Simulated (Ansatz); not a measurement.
# Si2W (I4/mmm) in Ansatz: notebook

One crystal, Si2W, is run at these levels: PBE, PBEsol, RPBE, revPBE; tasks: single point, relaxation of cell and atoms.

Program: Ansatz 0.2.0. These are calculated values, not measurements. Logs are shortened: lines on timing, memory, paths and dates and some standing lists are left out, and cuts for length are marked.

### Step 1. The structure

The structure is tetragonal, space group I4/mmm (No. 139). Conventional cell: a = 3.214 Å, b = 3.214 Å, c = 7.830 Å, α = 90.00°, β = 90.00°, γ = 90.00°. W (site symmetry 4/mmm) has 10 Si at 2.62 Å as nearest neighbours. Si (site symmetry 4mm) is surrounded by 5 Si at 2.59 to 2.63 Å and 5 W at 2.62 Å.

### Step 2. Single point, PBE

Input file input.yaml:

```yaml
crystal:
  lattice:
    - [-1.6069, 1.6069, 3.91495]
    - [1.6069, -1.6069, 3.91495]
    - [1.6069, 1.6069, -3.91495]
  atoms:
    - { symbol: W, position: [0.0, 0.0, 0.0] }
    - { symbol: Si, position: [0.6653, 0.6653, 0.0] }
    - { symbol: Si, position: [0.3347, 0.3347, 0.0] }
hamiltonian:
  xc: pbe
  pseudopotentials: { kind: paw }
kpoints:
  mp_grid: { grid: [12, 12, 12] }
scf:
  occupations: { method: gaussian, width: 0.027 }
output:
  forces: true
  stress: true
  eigenvalues: true
```

Potentials or basis: Ansatz PAW.

Started as:

```console
ansatz run input.yaml --threads 2 --pin off --max-ram 5632MiB --backend cpu --events-out ev --progress --plain --runs-dir out
```

The program printed:

```text
Warning: RAYON_NUM_THREADS=2 ignored (pool sized by the plan → 2); use --threads N
Engine: ansatz 0.2.0, x86_64-unknown-linux-gnu
Pseudopotentials: kind: paw
Pseudopotential: W, paw, valence charge 14, recommended cutoff 420 eV (normal), W.paw.azcp
Pseudopotential: Si, paw, valence charge 4, recommended cutoff 420 eV (normal), Si.paw.azcp
Functional definition: PBE
  parameter kappa = 0.804
  parameter beta = 0.06672455060314922
  exchange = pbe_x(kappa = kappa, mu = beta*pi^2/3)
  correlation = pbe_c(beta = beta)
Crystal: 3 atoms, lattice volume = 40.436 Å³
Basis set: ecut = 420 eV, 793 PW (Γ), exchange–correlation on 64×64×64 points (8 copies of the dense FFT grid, shifted against one another)
Bands: 15, of which v1, the nominal top of the filled ones, is band 11 counted from 1 (10 counted from 0)
Symmetry: 16 space group operations
Space group: I4/mmm (ITA 139), of the structure as read, at distance tolerance 3.4e-5 Å
k-points: 163 of 1728
Non-local potential: W, projectors of the file, l = 0: 3, l = 1: 2, l = 2: 2, l = 3: 1
Non-local potential: Si, projectors of the file, l = 0: 2, l = 1: 2, l = 2: 2
PAW form: soft (Blöchl's): semilocal exchange-correlation on the pseudo side does not see the compensation charge
PAW one-centre angular grid: W, 590 points (default); XC on 64 Gauss nodes
PAW one-centre angular grid: Si, 110 points (default); XC on 64 Gauss nodes
Initial density: superposition of atomic densities (neutral atoms: chi_scale 0, normalization atom), corrected by the library's trained network
Initial wavefunctions: pseudopotential atomic-orbital guess
Functional: x = pbe(κ = 0.804, μ = 0.2195149727645171), c = pbe(β = 0.06672455060314922)
SCF iter   1: F=—  HF=-11657.454531 eV  |F-HF|=—  |Δ(HF+E_count)|=         —  Δρ=3.59e-3  dr2=2.31e-3  ethr=1.77e-3  ⟨swp⟩=5.9  Hψ=14647  notcnv=0
preconditioner: auto → Kerker (q_TF=auto, 2.465 Å⁻¹)  [metal: Δε(μ)=0.025 eV  Ē_g=8.125 eV  σ=0.027 eV  W_gap=0.48  n_scr=10 (ndim 8)  ℏωp=21.8 eV  f_vac=0.000  D(μ)=0.24/eV (n_scr^D=0)]
SCF iter   2: F=—  HF=-11657.454794 eV  |F-HF|=—  |Δ(HF+E_count)|=   2.63e-4  Δρ=2.07e-3  dr2=9.13e-4  ethr=1.05e-5  ⟨swp⟩=1.3  Hψ=3811  notcnv=0
SCF iter   3: F=—  HF=-11657.454859 eV  |F-HF|=—  |Δ(HF+E_count)|=   6.48e-5  Δρ=1.94e-4  dr2=1.74e-5  ethr=4.15e-6  ⟨swp⟩=2.4  Hψ=3436  notcnv=0
SCF iter   4: F=—  HF=-11657.454864 eV  |F-HF|=—  |Δ(HF+E_count)|=   5.06e-6  Δρ=7.95e-5  dr2=1.89e-6  ethr=7.92e-8  ⟨swp⟩=2.3  Hψ=3448  notcnv=0
SCF iter   5: F=—  HF=-11657.454864 eV  |F-HF|=—  |Δ(HF+E_count)|=   1.12e-7  Δρ=1.39e-5  dr2=1.01e-7  ethr=8.61e-9  ⟨swp⟩=2.2  Hψ=3430  notcnv=0
SCF iter   6: F=-11657.454864 eV  HF=-11657.454864 eV  |F-HF|=1.71e-9  |Δ(HF+E_count)|=   1.06e-8  Δρ=2.77e-6  dr2=3.59e-9  ethr=4.55e-10  ⟨swp⟩=4.2  Hψ=7867  notcnv=0
SCF 1 converged in 6 iterations: F = -11657.454864 eV  dr2 = 3.59e-9
SCF converged after 6 iterations
Free energy (F): -11657.454864 eV
Harris-Foulkes:  -11657.454864 eV  (|F-HF|=1.71e-9)
Internal energy: -11657.454774 eV  (E = F + TS)
E sigma→0 (E₀):  -11657.454819 eV
Entropy (-TS):   -0.000089 eV (-0.030 meV/atom)
Fermi energy:    16.786058 eV
--- Per-component energies (eV) ---
  E_band       = -80.245116
  E_kinetic    = 541.572020
  E_local      = -946.503364  (includes V_loc(G=0)·N_el)
  E_nonlocal   = 50.695472
  E_hartree    = 371.693122
  E_xc         = -382.064521
  E_vxc        = -338.772704  (∫ρ·V_xc dr)
  E_paw        = -9588.364811  (= ΣΔE_a)
  E_vpaw       = -130.624236  (= ΣTr[D̂ρ^β])
  E_aug_tail   = -0.000067  (compensation charges beyond the density's cutoff)
  E_ewald      = -1704.482625
  E_smearing   = -0.000089  (= −TS)
  E_closure    = 0.000000  (closes the sum)
  Σ components = -11657.454864   (vs F -11657.454864, Δ=0.00e0)
--- Forces (eV/Å), atoms counted from 1 ---
  atom   1  W      0.00000000     0.00000000     0.00000000
  atom   2  Si    -0.00000000    -0.00000000     0.08140741
  atom   3  Si    -0.00000000    -0.00000000    -0.08140741
  max |Σ_I F_I| component: 6.94e-17 eV/Å
--- Stress (GPa, compression-positive) ---
        3.064188      -0.000000      -0.000000
       -0.000000       3.064188       0.000000
        0.000000      -0.000000       3.708705
  P = ⅓ Tr σ = 3.2790 GPa (32.790 kbar)
--- Band table (eV; the first three rows and the last of 163) ---
  k-point 0: bands = ["-57.0357", "-21.3342", "-21.3151", "-21.3151", "2.6727", "9.8922", "13.0111", "13.4197", "13.9039", "13.9039", "17.3539", "19.5016", "19.6854", "19.8182", "19.8182"]
  k-point 1: bands = ["-57.0347", "-21.3314", "-21.3294", "-21.3276", "2.8975", "10.0949", "12.3857", "13.3581", "13.4699", "14.5538", "16.3177", "19.2267", "19.9826", "20.0194", "20.3026"]
  k-point 2: bands = ["-57.0320", "-21.3670", "-21.3618", "-21.3240", "3.5491", "10.6048", "11.6876", "12.2756", "13.6379", "14.5661", "15.0395", "19.2274", "20.3367", "20.4167", "20.9322"]
  k-point 162: bands = ["-57.0356", "-21.3514", "-21.3163", "-21.3163", "4.9471", "5.7162", "12.9013", "14.1746", "15.9094", "15.9094", "16.2455", "16.2455", "17.5314", "21.2560", "21.6346"]
```

Run time: 2 s. Hardware: 2 threads of Intel Xeon Platinum 8488C (Sapphire Rapids), shared host; peak memory 0.45 GiB.

What came out:

- Free energy: -11657.4549 eV
- Pressure: 3.3 GPa
- Largest force: 0.081 eV/Å
- Band gap on the k mesh: none (metal or under the smearing width)

Forces in eV/Å, atoms in the order of the input:
```
W    0.000  0.000  0.000
Si   0.000  0.000  0.081
Si   0.000  0.000 -0.081
```

Levels at points of the mesh, in eV from the Fermi level:
```tsv
k point	band 7	band 8	band 9	band 10	band 11	band 12	band 13	band 14	band 15
(0.00, 0.00, 0.00)	-3.77	-3.37	-2.88	-2.88	0.57	2.72	2.90	3.03	3.03
(0.00, 0.00, -0.50)	-6.04	-5.53	-5.05	-3.29	-1.80	2.76	2.93	3.09	3.87
(0.00, -0.50, 0.00)	-5.78	-4.90	-2.84	-2.80	-0.48	2.67	2.76	3.90	4.39
(-0.50, -0.50, -0.50)	-3.88	-2.61	-0.88	-0.88	-0.54	-0.54	0.75	4.47	4.85
```

Spin-orbit coupling is left out, which matters for the levels of W.

### Step 3. Single point, PBE

input.yaml, as its differences from that of step 2:

```diff
@@ -15,3 +15,3 @@
 scf:
-  occupations: { method: gaussian, width: 0.027 }
+  occupations: { method: gaussian, width: 0.028 }
 output:
@@ -20 +20,5 @@
   eigenvalues: true
+  write_density: true
+  write_potential: true
+  elf: true
+  volumetric_format: npy
```

Potentials or basis: Ansatz PAW.

Started as:

```console
ansatz run input.yaml --threads 2 --pin off --max-ram 5632MiB --backend cpu --events-out ev --progress --plain --runs-dir out
```

The program printed:

```text
Warning: RAYON_NUM_THREADS=2 ignored (pool sized by the plan → 2); use --threads N
Engine: ansatz 0.2.0, x86_64-unknown-linux-gnu
Pseudopotentials: kind: paw
Pseudopotential: W, paw, valence charge 14, recommended cutoff 420 eV (normal), W.paw.azcp
Pseudopotential: Si, paw, valence charge 4, recommended cutoff 420 eV (normal), Si.paw.azcp
Functional definition: PBE
  parameter kappa = 0.804
  parameter beta = 0.06672455060314922
  exchange = pbe_x(kappa = kappa, mu = beta*pi^2/3)
  correlation = pbe_c(beta = beta)
Crystal: 3 atoms, lattice volume = 40.436 Å³
Basis set: ecut = 420 eV, 793 PW (Γ), exchange–correlation on 64×64×64 points (8 copies of the dense FFT grid, shifted against one another)
Bands: 15, of which v1, the nominal top of the filled ones, is band 11 counted from 1 (10 counted from 0)
Symmetry: 16 space group operations
Space group: I4/mmm (ITA 139), of the structure as read, at distance tolerance 3.4e-5 Å
k-points: 163 of 1728
Non-local potential: W, projectors of the file, l = 0: 3, l = 1: 2, l = 2: 2, l = 3: 1
Non-local potential: Si, projectors of the file, l = 0: 2, l = 1: 2, l = 2: 2
PAW form: soft (Blöchl's): semilocal exchange-correlation on the pseudo side does not see the compensation charge
PAW one-centre angular grid: W, 590 points (default); XC on 64 Gauss nodes
PAW one-centre angular grid: Si, 110 points (default); XC on 64 Gauss nodes
Initial density: superposition of atomic densities (neutral atoms: chi_scale 0, normalization atom), corrected by the library's trained network
Initial wavefunctions: pseudopotential atomic-orbital guess
Functional: x = pbe(κ = 0.804, μ = 0.2195149727645171), c = pbe(β = 0.06672455060314922)
SCF iter   1: F=—  HF=-11657.454534 eV  |F-HF|=—  |Δ(HF+E_count)|=         —  Δρ=3.59e-3  dr2=2.31e-3  ethr=1.77e-3  ⟨swp⟩=5.9  Hψ=14611  notcnv=0
preconditioner: auto → Kerker (q_TF=auto, 2.465 Å⁻¹)  [metal: Δε(μ)=0.025 eV  Ē_g=8.125 eV  σ=0.028 eV  W_gap=0.46  n_scr=10 (ndim 8)  ℏωp=21.8 eV  f_vac=0.000  D(μ)=0.24/eV (n_scr^D=0)]
SCF iter   2: F=—  HF=-11657.454798 eV  |F-HF|=—  |Δ(HF+E_count)|=   2.63e-4  Δρ=2.07e-3  dr2=9.13e-4  ethr=1.05e-5  ⟨swp⟩=1.3  Hψ=3807  notcnv=0
SCF iter   3: F=—  HF=-11657.454862 eV  |F-HF|=—  |Δ(HF+E_count)|=   6.46e-5  Δρ=1.94e-4  dr2=1.74e-5  ethr=4.15e-6  ⟨swp⟩=2.4  Hψ=3438  notcnv=0
SCF iter   4: F=—  HF=-11657.454867 eV  |F-HF|=—  |Δ(HF+E_count)|=   4.79e-6  Δρ=7.95e-5  dr2=1.89e-6  ethr=7.93e-8  ⟨swp⟩=2.3  Hψ=3448  notcnv=0
SCF iter   5: F=—  HF=-11657.454867 eV  |F-HF|=—  |Δ(HF+E_count)|=   1.12e-7  Δρ=1.39e-5  dr2=1.01e-7  ethr=8.61e-9  ⟨swp⟩=2.2  Hψ=3435  notcnv=0
SCF iter   6: F=-11657.454867 eV  HF=-11657.454867 eV  |F-HF|=1.74e-9  |Δ(HF+E_count)|=   1.06e-8  Δρ=2.77e-6  dr2=3.59e-9  ethr=4.55e-10  ⟨swp⟩=8.0  Hψ=13219  notcnv=0
SCF 1 converged in 6 iterations: F = -11657.454867 eV  dr2 = 3.59e-9
SCF converged after 6 iterations
Free energy (F): -11657.454867 eV
Harris-Foulkes:  -11657.454867 eV  (|F-HF|=1.74e-9)
Internal energy: -11657.454773 eV  (E = F + TS)
E sigma→0 (E₀):  -11657.454820 eV
Entropy (-TS):   -0.000094 eV (-0.031 meV/atom)
Fermi energy:    16.786067 eV
--- Per-component energies (eV) ---
  E_band       = -80.245071
  E_kinetic    = 541.572028
  E_local      = -946.503430  (includes V_loc(G=0)·N_el)
  E_nonlocal   = 50.695495
  E_hartree    = 371.693165
  E_xc         = -382.064530
  E_vxc        = -338.772714  (∫ρ·V_xc dr)
  E_paw        = -9588.364808  (= ΣΔE_a)
  E_vpaw       = -130.624233  (= ΣTr[D̂ρ^β])
  E_aug_tail   = -0.000067  (compensation charges beyond the density's cutoff)
  E_ewald      = -1704.482625
  E_smearing   = -0.000094  (= −TS)
  E_closure    = -0.000000  (closes the sum)
  Σ components = -11657.454867   (vs F -11657.454867, Δ=0.00e0)
--- Forces (eV/Å), atoms counted from 1 ---
  atom   1  W      0.00000000     0.00000000    -0.00000000
  atom   2  Si    -0.00000000    -0.00000000     0.08139498
  atom   3  Si     0.00000000    -0.00000000    -0.08139498
  max |Σ_I F_I| component: 1.18e-16 eV/Å
--- Stress (GPa, compression-positive) ---
        3.064227       0.000000      -0.000000
        0.000000       3.064227       0.000000
        0.000000       0.000000       3.708869
  P = ⅓ Tr σ = 3.2791 GPa (32.791 kbar)
--- Band table (eV; the first three rows and the last of 163) ---
  k-point 0: bands = ["-57.0357", "-21.3342", "-21.3151", "-21.3151", "2.6727", "9.8922", "13.0111", "13.4197", "13.9039", "13.9039", "17.3539", "19.5016", "19.6854", "19.8182", "19.8182"]
  k-point 1: bands = ["-57.0347", "-21.3314", "-21.3294", "-21.3276", "2.8975", "10.0949", "12.3857", "13.3581", "13.4699", "14.5538", "16.3177", "19.2267", "19.9826", "20.0194", "20.3026"]
  k-point 2: bands = ["-57.0320", "-21.3670", "-21.3618", "-21.3240", "3.5491", "10.6048", "11.6876", "12.2756", "13.6379", "14.5661", "15.0395", "19.2274", "20.3367", "20.4167", "20.9322"]
  k-point 162: bands = ["-57.0356", "-21.3514", "-21.3163", "-21.3163", "4.9471", "5.7162", "12.9013", "14.1746", "15.9094", "15.9094", "16.2455", "16.2455", "17.5314", "21.2560", "21.6346"]
```

rho_z.tsv:

```text
# z_ang	rho[e/angstrom^3]
# format = ansatz-planar-average/11
# lattice	-1.606900000	1.606900000	3.914950000
# lattice	1.606900000	-1.606900000	3.914950000
# lattice	1.606900000	1.606900000	-3.914950000
# sites	3
# site	74	0.000000000	0.000000000	0.000000000
# site	14	0.000000000	0.000000000	5.209232470
# site	14	0.000000000	0.000000000	2.620667530
0.000000	8.171521e-1
0.141460	8.134964e-1
0.282919	8.018274e-1
0.424379	7.804847e-1
0.565839	7.479419e-1
0.707298	7.039734e-1
[... 24 lines left out ...]
4.243789	8.018274e-1
4.385249	8.134964e-1
```

v_z.tsv:

```text
# z_ang	v_es[eV]	v_tot[eV]
# format = ansatz-planar-average/11
# xc	pbe
# density_cutoff_ev	1680
# datasets	W=:simpson_from_first_knot:soft	Si=:simpson_from_first_knot:soft
# lattice	-1.606900000	1.606900000	3.914950000
# lattice	1.606900000	-1.606900000	3.914950000
# lattice	1.606900000	1.606900000	-3.914950000
# sites	3
# site	74	0.000000000	0.000000000	0.000000000
# site	14	0.000000000	0.000000000	5.209232470
# site	14	0.000000000	0.000000000	2.620667530
0.000000	-4.942857e0	-1.979221e1
0.141460	-4.745758e0	-1.954912e1
0.282919	-4.160806e0	-1.882681e1
0.424379	-3.207391e0	-1.764606e1
0.565839	-1.917965e0	-1.604139e1
0.707298	-3.374891e-1	-1.406373e1
[... 24 lines left out ...]
4.243789	-4.160806e0	-1.882681e1
4.385249	-4.745758e0	-1.954912e1
```

Wall time 2.6 s (2 threads of Intel Xeon Platinum 8488C (Sapphire Rapids), shared host); peak memory 0.46 GiB.

Results:

```yaml
Free_energy: -11657.4549 eV
Pressure: 3.3 GPa
Largest_force: 0.081 eV/Å
Band_gap_on_the_k_mesh: none (metal or under the smearing width)
```

Forces in eV/Å, atoms in the order of the input:
```
W    0.000  0.000  0.000
Si   0.000  0.000  0.081
Si   0.000  0.000 -0.081
```

Stress tensor (GPa, compression positive):
```
3.06 0.00 0.00
0.00 3.06 0.00
0.00 0.00 3.71
```

[end of part 1 of 2]
